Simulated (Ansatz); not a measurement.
The cell was built from the bcc type and relaxed in the same program, and has space group Im-3m; it needn't be a known or the stable phase.

Mg: DFT, PBE, PAW with Ansatz's default frozen-core files, scalar-relativistic (Ansatz 0.2.0).

```yaml
crystal:
  lattice:
    - [-1.7918605652, 1.7918605652, 1.7918605652]
    - [1.7918605652, -1.7918605652, 1.7918605652]
    - [1.7918605652, 1.7918605652, -1.7918605652]
  atoms:
    - { symbol: Mg, position: [0.0, 0.0, 0.0] }
kpoints:
  mp_grid: { grid: [13, 13, 13] }
  band_path:
    path:
      - [0.0, 0.0, 0.0]
      - [0.5, -0.5, 0.5]
      - [0.0, 0.0, 0.5]
      - [0.0, 0.0, 0.0]
      - [0.25, 0.25, 0.25]
      - [0.5, -0.5, 0.5]
      - [0.25, 0.25, 0.25]
      - [0.0, 0.0, 0.5]
    npoints: 8
scf:
  occupations: { method: fermi_dirac, width: 0.05 }
hamiltonian:
  xc: pbe
  pseudopotentials: { kind: paw }
output:
  forces: true
  stress: true
  eigenvalues: true
  efg: { contact_densities: true }
  populations: true
  bader: true
  dos: { projected: true, de: 0.2, e_range: [-14, 8] }
```

Output:

```
Engine: ansatz 0.2.0
Pseudopotentials: kind: paw
Pseudopotential: Mg, paw, valence charge 10, recommended cutoff 420 eV (normal)
Functional definition: PBE
  parameter kappa = 0.804
  parameter beta = 0.06672455060314922
  exchange = pbe_x(kappa = kappa, mu = beta*pi^2/3)
  correlation = pbe_c(beta = beta)
Crystal: 1 atoms, lattice volume = 23.013 Å³
Basis set: ecut = 420 eV, 429 PW (Γ), exchange–correlation on 48×48×48 points (8 copies of the dense FFT grid, shifted against one another)
Bands: 9, of which v1, the nominal top of the filled ones, is band 5 counted from 1 (4 counted from 0)
Symmetry: 48 space group operations
Space group: Im-3m (ITA 229), of the structure as read, at distance tolerance 2.8e-5 Å
k-points: 84 of 2197
Non-local potential: Mg, projectors of the file, l = 0: 3, l = 1: 2, l = 2: 1
PAW form: soft (Blöchl's): semilocal exchange-correlation on the pseudo side does not see the compensation charge
PAW one-centre angular grid: Mg, 110 points (default); XC on 64 Gauss nodes
Initial density: superposition of atomic densities (neutral atoms: chi_scale 0, normalization atom), corrected by the library's trained network
Initial wavefunctions: pseudopotential atomic-orbital guess
Functional: x = pbe(κ = 0.804, μ = 0.2195149727645171), c = pbe(β = 0.06672455060314922)
SCF iter   1: F=—  HF=-1923.771630 eV  |F-HF|=—  |Δ(HF+E_count)|=         —  Δρ=4.25e-4  dr2=3.35e-5  ethr=1.77e-3  ⟨swp⟩=5.9  Hψ=5446  notcnv=0
preconditioner: auto → none  [metal: Δε(μ)=0.119 eV  Ē_g=9.992 eV  σ=0.050 eV  W_gap=0.48  n_scr=0 (ndim 8)  ℏωp=10.9 eV  f_vac=0.000  D(μ)=0.62/eV (n_scr^D=0)]
SCF iter   2: F=—  HF=-1923.771731 eV  |F-HF|=—  |Δ(HF+E_count)|=   1.01e-4  Δρ=2.26e-4  dr2=6.05e-6  ethr=3.35e-7  ⟨swp⟩=2.8  Hψ=1923  notcnv=0
SCF iter   3: F=—  HF=-1923.771732 eV  |F-HF|=—  |Δ(HF+E_count)|=   1.65e-6  Δρ=6.04e-5  dr2=5.88e-7  ethr=6.05e-8  ⟨swp⟩=2.6  Hψ=1158  notcnv=0
iter 4 did not close the SCF: its close was put off for the readings that it lacked (scf_convergence_deferred on its scf_iter line)
SCF iter   4: F=-1923.771733 eV  HF=-1923.771733 eV  |F-HF|=4.43e-8  |Δ(HF+E_count)|=   4.28e-7  Δρ=1.76e-5  dr2=2.18e-8  ethr=5.88e-9  ⟨swp⟩=1.9  Hψ=836  notcnv=0
iter 5 did not close the SCF: its close was put off for the readings that it lacked (scf_convergence_deferred on its scf_iter line)
SCF iter   5: F=-1923.771733 eV  HF=-1923.771733 eV  |F-HF|=5.46e-11  |Δ(HF+E_count)|=   2.74e-8  Δρ=6.45e-7  dr2=2.31e-11  ethr=2.18e-10  ⟨swp⟩=2.0  Hψ=1172  notcnv=0
SCF iter   6: F=-1923.771733 eV  HF=-1923.771733 eV  |F-HF|=9.09e-13  |Δ(HF+E_count)|=  6.16e-11  Δρ=6.06e-8  dr2=3.39e-13  ethr=1.00e-12  ⟨swp⟩=1.0  Hψ=2113  notcnv=0
SCF 1 converged in 6 iterations: F = -1923.771733 eV  dr2 = 3.39e-13
  greatest PAW one-centre occupation: 1.000 electrons in one spin orbital (limit 2), on the Mg atom at site 0 (counted from 0), in its partial waves of l = 0
NSCF: frozen V_eff on 57 k-points
SCF converged after 6 iterations
Free energy (F): -1923.771733 eV
Harris-Foulkes:  -1923.771733 eV  (|F-HF|=9.09e-13)
Internal energy: -1923.766629 eV  (E = F + TS)
E sigma→0 (E₀):  -1923.769181 eV
Entropy (-TS):   -0.005103 eV (-5.103 meV/atom)
Fermi energy:    5.678286 eV
--- Per-component energies (eV) ---
  E_band       = -357.844665
  E_kinetic    = 74.803362
  E_local      = -1621.039643  (includes V_loc(G=0)·N_el)
  E_nonlocal   = 95.744607
  E_hartree    = 578.829880
  E_xc         = -28.392077
  E_vxc        = -36.625577  (∫ρ·V_xc dr)
  E_paw        = -292.577861  (= ΣΔE_a)
  E_vpaw       = -28.387149  (= ΣTr[D̂ρ^β])
  E_aug_tail   = -0.000002  (compensation charges beyond the density's cutoff)
  E_ewald      = -731.134896
  E_smearing   = -0.005103  (= −TS)
  E_closure    = 0.000000  (closes the sum)
  Σ components = -1923.771733   (vs F -1923.771733, Δ=0.00e0)
--- Forces (eV/Å), atoms counted from 1 ---
  atom   1  Mg     0.00000000     0.00000000     0.00000000
  max |Σ_I F_I| component: 3.29e-32 eV/Å
--- Stress (GPa, compression-positive) ---
        0.000960       0.000000      -0.000000
       -0.000000       0.000960      -0.000000
        0.000000      -0.000000       0.000960
  P = ⅓ Tr σ = 0.0010 GPa (0.010 kbar)
--- PAW observables at the nuclei: V_zz in 10²¹ V/m², potentials from the cell's mean, atoms counted from 1 ---
  atom   1  Mg V_zz =    +0.000000   η = 0.0000   by run symmetry: forbidden
            electrostatic potential = -1098.579770 V   contact ρ = 7801.050484 e/Å³
--- Band table (eV; the first three rows and the last of 84) ---
  k-point 0: bands = ["-70.3962", "-37.1333", "-37.1333", "-37.1333", "-1.2862", "18.6276", "18.6276", "18.6276", "20.6433"]
  k-point 1: bands = ["-70.3960", "-37.1352", "-37.1340", "-37.1333", "-1.1467", "17.0817", "17.9664", "18.0037", "19.4483"]
  k-point 2: bands = ["-70.3955", "-37.1404", "-37.1358", "-37.1333", "-0.7295", "14.4534", "16.8567", "17.0554", "18.2649"]
  k-point 83: bands = ["-70.3906", "-37.1577", "-37.1574", "-37.1574", "8.1560", "9.5538", "9.5538", "9.7149", "10.8220"]
--- Löwdin populations: 1 site ---
  site symbol       q [e]
     0     Mg      9.4742
  spilling = 0.052575 (of n_electrons = 10.000000)
--- Bader charges: 1 site ---
  site symbol  charge [e]  shift [e]
     0     Mg      0.0000     0.0000
  estimated error of the sums over rays = 5.1e-8 e
```

populations.tsv:

```
# site	symbol	l	j	q
# orbitals = lowdin
# n_electrons = 10.000000
# spilling = 0.052575
0	Mg	0_2S	-	1.999317
0	Mg	0_3S	-	1.474945
0	Mg	1_2P	-	5.999984
```

bader_charges.tsv:

```
# site	symbol	x_ang	y_ang	z_ang	partial_charge_e	electrons	volume_ang3	relative_density_drop	shared_charge_e	partial_wave_shift_e
# quadrature_error_electrons = 5.1e-8
0	Mg	0.0000	0.0000	0.0000	0.00000	12.00000	23.01	-	0.00000	0.00000
```
